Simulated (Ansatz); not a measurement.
Li$_{3}$N (Li3N type, space group P6/mmm)

```yaml
crystal:
  lattice:
    - [7.26871, 0.00000, 0.00000]
    - [-1.81718, 3.14744, 0.00000]
    - [0.00000, 0.00000, 3.86452]
  atoms:
    - { symbol: Li, position: [0.00000, 0.00000, 0.50000] }
    - { symbol: Li, position: [0.50000, 0.00000, 0.50000] }
    - { symbol: Li, position: [0.16667, 0.66667, 0.00000] }
    - { symbol: Li, position: [0.66667, 0.66667, 0.00000] }
    - { symbol: Li, position: [0.33333, 0.33333, 0.00000] }
    - { symbol: Li, position: [0.83333, 0.33333, 0.00000] }
    - { symbol: N, position: [0.00000, 0.00000, 0.00000] }
    - { symbol: N, position: [0.50000, 0.00000, 0.00000] }
```

A phonon eigenvector at M = (0.5, 0.0, 0.0) is frozen into this cell: atom i moves by Q times the vector below, so Q is the largest atomic displacement, in Å. The cell is held. (q is in reciprocal vectors of the primitive cell; the cell shown is doubled to hold the pattern.)

```tsv
atom	x	y	z
Li1	0.500	-0.866	0.000
Li2	-0.500	0.866	0.000
Li3	0.064	-0.112	0.000
Li4	-0.064	0.112	0.000
Li5	-0.064	0.112	0.000
Li6	0.064	-0.112	0.000
N7	0.233	-0.404	0.000
N8	-0.233	0.404	0.000
```

Level of theory: PBE (plane waves to 420 eV, PAW, scalar-relativistic; Ansatz, a quantum-chemistry and plane-wave program). k mesh 5×10×9 (Γ-centred), Fermi-Dirac smearing 0.05 eV. E stands for the smeared free energy. Li3N was relaxed with its symmetry unable to fall. ΔE is measured from the undisplaced structure.

```json
[
 {"Q (Å)": "-0.1000", "ΔE (meV/cell)": "23.3"},
 {"Q (Å)": "-0.0833", "ΔE (meV/cell)": "16.1"},
 {"Q (Å)": "-0.0667", "ΔE (meV/cell)": "10.3"},
 {"Q (Å)": "-0.0500", "ΔE (meV/cell)": "5.8"},
 {"Q (Å)": "-0.0333", "ΔE (meV/cell)": "withheld"},
 {"Q (Å)": "-0.0167", "ΔE (meV/cell)": "0.6"},
 {"Q (Å)": "0.0000", "ΔE (meV/cell)": "0.0"},
 {"Q (Å)": "0.0167", "ΔE (meV/cell)": "0.6"},
 {"Q (Å)": "0.0333", "ΔE (meV/cell)": "withheld"},
 {"Q (Å)": "0.0500", "ΔE (meV/cell)": "5.8"},
 {"Q (Å)": "0.0667", "ΔE (meV/cell)": "10.3"},
 {"Q (Å)": "0.0833", "ΔE (meV/cell)": "16.1"},
 {"Q (Å)": "0.1000", "ΔE (meV/cell)": "23.3"}
]
```

### Question
Fit an even polynomial form (powers 2, 4) to the given rows and predict ΔE at Q = 0.0333.

### Answer
Least squares on the 11 given rows: ΔE = (2305)·Q² + (2482)·Q⁴, in meV/cell with Q in Å; root-mean-square residual 0.02 meV/cell. At 0.0333 the fit gives 2.6 meV/cell; the calculation gives 2.6 meV/cell, the same to the digits shown. The quadratic term alone would give 2.6 meV/cell.

(A displaced cell: forces are minus the slopes of the energy, force constants its curvatures, and phonons follow from these.)
